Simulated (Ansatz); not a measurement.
The cell is BaF2 in the fluorite structure; cell and atoms were relaxed with r2SCAN. The symmetry is Fm-3m (No. 225, cubic); conventional cell a = 6.194 Å, 19.81 Å³ an atom. Ba is surrounded by 8 F at 2.68 Å; F is surrounded by 4 Ba at 2.68 Å.

```yaml
crystal:
  lattice:
    - [0.00000, 3.09716, 3.09716]
    - [3.09716, 0.00000, 3.09716]
    - [3.09716, 3.09716, 0.00000]
  atoms:
    - { symbol: Ba, position: [0.00000, 0.00000, 0.00000] }
    - { symbol: F, position: [0.25000, 0.25000, 0.25000] }
    - { symbol: F, position: [0.75000, 0.75000, 0.75000] }
```

The questions ask for values computed with Ansatz on this geometry. (Simulation; no magnetic order is allowed.)

Task: Is there a gap with LDA, and of what kind?

Result: The LDA gap is indirect, 6.46 eV (K–Γ (0.39 of the way from K) to Γ), below the direct gap of 6.57 eV at Γ.

Task: What does PBE give for the gap (8×8×8 mesh)?

Result: With PBE the valence top lies at K–Γ (0.40 of the way from K) and the conduction bottom at Γ, 6.84 eV higher; the smallest vertical gap, at Γ, is 6.94 eV. The gap differs by +0.38 eV from LDA's.

Task: How does the gap change from LDA to HSE06+SOC (4×4×4)?

Result: HSE06+SOC gives an indirect gap of 8.75 eV, from K–Γ (0.39 of the way from K) to Γ; the least direct gap is 8.82 eV at Γ. The gap differs by +2.29 eV from LDA's.

Task: How does the gap change from LDA to PBE0 (6×6×6)?

Result: The PBE0 gap is indirect, 9.53 eV (K–Γ (0.39 of the way from K) to Γ), below the direct gap of 9.64 eV at Γ. The gap differs by +3.07 eV from LDA's.

Task: What does Hartree-Fock give for the gap (6×6×6 mesh)?

Result: Hartree-Fock gives an indirect gap of 17.65 eV, from K–Γ (0.39 of the way from K) to Γ; the least direct gap is 17.84 eV at Γ. The gap differs by +11.19 eV from LDA's.

Task: Order these levels by the gap that they give, smallest first.
A. LDA
B. DDH-PBE0
C. PBE0
D. r2SCAN
E. Hartree-Fock
F. PBE
G. HSE06

Result: A (6.46 eV), F (6.84 eV), D (7.41 eV), G (8.76 eV), C (9.53 eV), B (11.45 eV), E (17.65 eV).

Task: How strongly does the crystal screen a field with clamped ions (r2SCAN)?

Result: ε∞: 2.27 in all directions. Born charges, averaged over directions: Ba +2.58, F -1.29 e.

Task: Relaxed again with PBEsol, is the cell stable at the zone centre, and where do its optical modes lie?

Result: All optical modes at Γ are real, from 180 to 241 cm⁻¹ without the longitudinal term; this says nothing of other wave vectors. With the long-range field the highest mode reaches 337 cm⁻¹.

Task: How do the levels compare, in gap and in cost?

Result: r2SCAN covers 30 % of the step from PBE to HSE06, while HSE06 needs about 30 times r2SCAN's cost (on a coarser mesh). Among these functionals the gap stays indirect.

Only the levels marked +SOC include spin-orbit coupling.

Where an edge lies off the special points, it is a point of the mesh or the k point where a search put PBE's edge or least direct gap, reused for the other functionals, whose own edges may lie a little apart; PBE's own value is read along its path and can be a few hundredths of an eV high.

The meshes of the hybrids are coarse, so their gaps aren't converged to the digits shown.

Set aside, since their points miss a band edge that the other levels read or their mesh is too coarse: LC-ωPBE.
